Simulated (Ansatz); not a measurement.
# Formation energy and levels of the self-interstitial N_i (4-fold void) in Si3N4 (P6_3/m), part 2 of 2

Charge states of N_i (4-fold void) in Si3N4 (P6_3/m), set against the band edges. Model: a cell of 126 host atoms with 1 N put in.

Ansatz; place-levels on PBEsol runs: charge-transition levels and formation energies with image-charge correction and potential alignment at the atomic sites; PAW set soft_1.

So far. Step 3 (Levels against the band edges, PBEsol): Under PBEsol the gap is 4.19 eV, (+1/0) 0.63, (0/−1) 1.22, (−1/−2) 2.70, (−2/−3) 1.87 eV; the steps are inverted, so the lowest state changes at (−1/−3) 2.29 eV.

## Step 3: Levels against the band edges, PBEsol (continued)

Levels between the charges placed, in eV above the valence top:

```csv
,gap (eV),(+1/0),(0/−1),(−1/−2),(−2/−3)
PBEsol,4.19,0.63,1.22,2.70,1.87
```

Corrections by state:

```csv
charge,moment (μB),image terms and alignment (eV),band filling (eV),ε used,"over the lowest of its charge, as the program ranks them, band filling apart (eV)"
+1,2.0,0.281,-,"principal values (8.25, 8.29, 8.29)",0.000
0,1.0,0.005,-,-,0.000
−1,0.0,0.133,-,"principal values (8.25, 8.29, 8.29)",0.000
−2,1.0,0.662,-,"principal values (8.25, 8.29, 8.29)",0.000
−3,0.0,1.468,-,"principal values (8.25, 8.29, 8.29)",0.000
+1,0.0,0.281,-,"principal values (8.25, 8.29, 8.29)",0.108
−1,2.0,0.139,-,"principal values (8.25, 8.29, 8.29)",0.911
−3,2.0,1.421,-,"principal values (8.25, 8.29, 8.29)",3.417
```

The charged structures listed were also run neutral, and place-levels reads from each pair, by the potential or the spins, how wide the charge is by which they differ; that can be the carrier of either run.

```csv
charge,rms radius (Å),spread where it is widest against the cell (Å),wide from (Å),reading
+1,1.8,1.38,1.98,narrow
−1,3.3,2.43,1.98,wide
−2,4.0,2.55,1.98,wide
−3,4.0,2.82,1.98,wide
```

The neutral runs of these pairs need not share the spin of the lowest neutral state, and very wide values only mean spread over the cell.

From the program's caveats on the states, each cut to its opening words:

- charge +1 (2 μB), 0 (1 μB), −2 (1 μB), −1 (2 μB): flagged: stability check not made
- charge 0 (1 μB): its displacements don't fall off away from the defect: farther atoms stand 0.016 Å off the host's places
- charge −1: it parts from the run at its places by a charge that spreads by about 2.4 Å along one vector (2 Å or more is wide), by its potential at epsilon [4.29, 4.29, [...]
- charge −2 (1 μB): it parts from the run at its places by a charge that spreads by about 2.6 Å along one vector (2 Å or more is wide), by its potential at epsilon [4.29, 4.29, [...]
- charge −2 (1 μB): the far atoms show a dipole or second moment of the defect's charge, for which the correction takes or leaves out 0.091 eV: further moments aren't read, and [...]
- charge −3: it parts from the run at its places by a charge that spreads by about 2.8 Å along one vector (2 Å or more is wide), by the spins about the atoms, where the [...]
- charge −3: its alignment with the host at atomic sites is doubtful: a part of the defect, N at [0.4837, 0.5321, 0.0842], stands 2.96 Å off the defect's place or the [...]
- charge −3: the far atoms show a dipole or second moment of the defect's charge, for which the correction takes or leaves out 0.392 eV: further moments aren't read, and [...]
- charge −3: its displacements don't fall off away from the defect: farther atoms stand 0.045 Å off the host's places
- charge −1 (2 μB): it parts from the run at its places by a charge that spreads by about 2.1 Å along one vector (2 Å or more is wide), by the spins about the atoms, where the [...]
- charge −1 (2 μB): its displacements don't fall off away from the defect: farther atoms stand 0.017 Å off the host's places
- charge −3 (2 μB): it parts from the run at its places by a charge that spreads by about 3.2 Å along one vector (2 Å or more is wide), by its potential at epsilon [4.29, 4.29, [...]
- charge −3 (2 μB): its alignment with the host at atomic sites is doubtful: the mean over the far sites moves by -0.0778 eV from their farther parts to their nearer, more than [...]
- charge −3 (2 μB): the far atoms show a dipole or second moment of the defect's charge, for which the correction takes or leaves out 0.137 eV: further moments aren't read, and [...]

Chemical potentials of the elements' reference phases, run alike. Formation energies (elemental references), with the Fermi level at the valence top and at the conduction bottom (gap 4.19 eV):

```csv
charge,at valence top (eV),at conduction bottom (eV),correction included (eV)
+1,4.61,8.79,0.28
0,5.24,5.24,0.00
−1,6.46,2.28,0.13
−2,9.17,0.79,0.66
−3,11.04,-1.52,1.47
```

```tsv
Fermi level (eV)	lowest formation energy (eV)
0.00	4.61
0.38	4.99
0.76	5.24
1.14	5.24
1.52	4.94
1.90	4.56
2.28	4.18
2.67	3.04
3.05	1.90
3.43	0.76
3.81	-0.38
4.19	-1.52
```

## Step 4: The same at the relaxations' own k-points

The relaxations' own energies give the levels at their sampling, for comparison.

Input file levels.relax_mesh.yaml:

```yaml
host:
  run: host.relax.run
  levels_from: { run: edges.relax.run }
states: [qm3.relax.run, qm3_M2.relax.run, qm2_M1.relax.run, qm1.relax.run, qm1_M2.relax.run, q0_M1.relax.run, qp1.relax.run, qp1_M2.relax.run]
chemical_potentials:
  "N":
    energy: -378.476431
    dataset: "<sha256 of the dataset>"
```

On the command line:

```bash
$ ansatz place-levels levels.relax_mesh.yaml -- --threads 4 --pin off --max-ram 15073MiB
```

The job ended after 0.37 s (4 threads of Arm Neoverse V2, shared host).

Levels between neighbouring charges, in eV above the valence top:

```csv
,gap (eV),(+1/0),(0/−1),(−1/−2),(−2/−3)
"one point at (¼, ¼, ¼)",4.19,0.63,1.22,2.70,1.87
a 2×2×2 shifted mesh,4.19,0.63,1.22,2.70,1.87
```

Going from one point at (¼, ¼, ¼) to a 2×2×2 shifted mesh moves the levels that carry no band-filling term by up to 0.00 eV and formation energies against the elements by up to 0.00 eV.

## Step 5: Levels against the band edges, r2SCAN

r2SCAN on the same structure is run to see how far the result rests on the functional, though not on the errors that semilocal functionals share; the sampling changes too, to one point at (¼, ¼, ¼), so differences hold both changes.

Input file qm3.r2scan/input.yaml:

```yaml
crystal:
  checkpoint: "../qm3.relax.run"
  host: checkpoint
total_charge: -3
basis:
  ecutwfc: 500
  xc_grid: 2
hamiltonian:
  xc: r2scan
  pseudopotentials: { kind: paw, azcp: { folder: soft_1 } }
kpoints:
  mp_grid: { grid: [1, 1, 1], shift: [0.25, 0.25, 0.25] }
scf:
  occupations: { method: fermi_dirac, width: 0.01 }
  max_iter: 100
output:
  forces: true
  eigenvalues: true
  charged_corrections:
    epsilon: [4.29, 4.29, 4.37]
    static_epsilon: [8.29, 8.29, 8.25]
    defect_position: [0.353657, 0.639349, 0.218405]
  eigenstates: { localisation: true }
  populations: true
checkpoint:
  write: "../qm3.r2scan.run"
  compress: false
  write_wavefunctions: false
  write_every: 100000
```

Elapsed: 1.8 min, on 4 threads; peak memory 3.8 GiB; 6.9 min of CPU time.

Input file levels.r2scan.yaml:

```yaml
host:
  run: host.r2scan.run
  levels_from: { run: edges.r2scan.run }
states: [qm3.r2scan.run, qm3_M2.r2scan.run, qm2_M1.r2scan.run, qm1.r2scan.run, qm1_M2.r2scan.run, q0_M1.r2scan.run, qp1.r2scan.run, qp1_M2.r2scan.run]
geometry_from:
  qm3.r2scan.run: qm3.relax.run
  qm3_M2.r2scan.run: qm3_M2.relax.run
  qm2_M1.r2scan.run: qm2_M1.relax.run
  qm1.r2scan.run: qm1.relax.run
  qm1_M2.r2scan.run: qm1_M2.relax.run
  q0_M1.r2scan.run: q0_M1.relax.run
  qp1.r2scan.run: qp1.relax.run
  qp1_M2.r2scan.run: qp1_M2.relax.run
  host.r2scan.run: host.relax.run
chemical_potentials:
  "N":
    energy: -384.814403
    dataset: "<sha256 of the dataset>"
```

On the command line:

```bash
$ ansatz place-levels levels.r2scan.yaml -- --threads 4 --pin off --max-ram 15073MiB
```

Elapsed: 0.69 s, on 4 threads.

Under r2SCAN the gap is 4.98 eV, (+1/0) 0.99, (0/−1) 1.67, (−1/−2) 2.85, (−2/−3) 2.53 eV; the steps are inverted, so the lowest state changes at (−1/−3) 2.69 eV.

## Step 6: Cost and result

Levels between neighbouring charges, in eV above each run's own valence top:

```csv
,gap (eV),(+1/0),(0/−1),(−1/−2),(−2/−3),CPU time a state at this stage (restarts are quicker than cold starts)
"PBEsol, 2×2×2 shifted mesh",4.19,0.63,1.22,2.70,1.87,24 min
"r2SCAN on PBEsol structures, (¼, ¼, ¼)",4.98,0.99,1.67,2.85,2.53,13 min
```

## Step 7: Results

* gap of the host: 4.19 eV (PBEsol)
* level (plus 1/0): 0.63 eV above the valence top
* level (0/minus 1): 1.22 eV above the valence top
* level (minus 1/minus 2): 2.70 eV above the valence top, not a change between lowest states
* level (minus 2/minus 3): 1.87 eV above the valence top, not a change between lowest states
* level (minus 1/minus 3): 2.29 eV above the valence top
* lowest of the charges placed, just above the valence top (0.02 eV): +1
* lowest of the charges placed, just below the conduction bottom (0.02 eV): −3
* lowest formation energy at mid-gap of the charges run, elemental references: 4.37 eV

In words: Of the charges placed (−3, −2, −1, 0 and +1), the lowest changes at 0.63 eV (+1/0), 1.22 eV (0/−1) and 2.29 eV (−1/−3) above the valence top, in a gap of 4.19 eV. (−1/−3) passes over charge −2, which lies 0.41 eV above the two there; a lower structure or spin state of it, if missed, would change that. Charges above +1 and below −3 were not placed, so these runs say nothing of levels that involve them. States placed: +1 at 2 μB and 0 μB; 0 at 1 μB; −1 at 0 μB and 2 μB; −2 at 1 μB; −3 at 0 μB and 2 μB. Other spin states or structures, where not listed, weren't placed. At charge −3, −2 and +1 the atom put in ends up to 1.5 Å from its starting place, so the name tells the start alone and the levels can join different sites. Going from one point at (¼, ¼, ¼) to a 2×2×2 shifted mesh moves the levels that carry no band-filling term by up to 0.00 eV and formation energies against the elements by up to 0.00 eV. The program doubts the alignment of potentials for at least one state, a sign that the cell is small. Limits: the images are only 8.7 Å apart; PBEsol makes the gap too small and tends to spread out bound carriers; where a gas molecule sets a chemical potential or the host's formation energy, its binding is uncorrected; force components of up to 0.12 eV/Å remain in a run at the final settings.

[Logs are printed without paths, hosts, clocks, repeated set-up lines and the standing remarks that a program may print on its own settings, such as how far it seeks lower states.]

[Hosts, paths, dates, database ids (printed as entryN), source tags and the programs' standing remarks are cut or masked in the printed files.]

[Where a table of states has a column of steps, it counts the stored structures, which are thinned; the runs took as many ionic steps or more.]

[A defect's name tells the site on which it was built; relaxed atoms can leave that site.]

[For some hosts the program warned that the k-mesh of the response run may be too coarse for force constants and the static dielectric constant; such warnings are not shown here.]
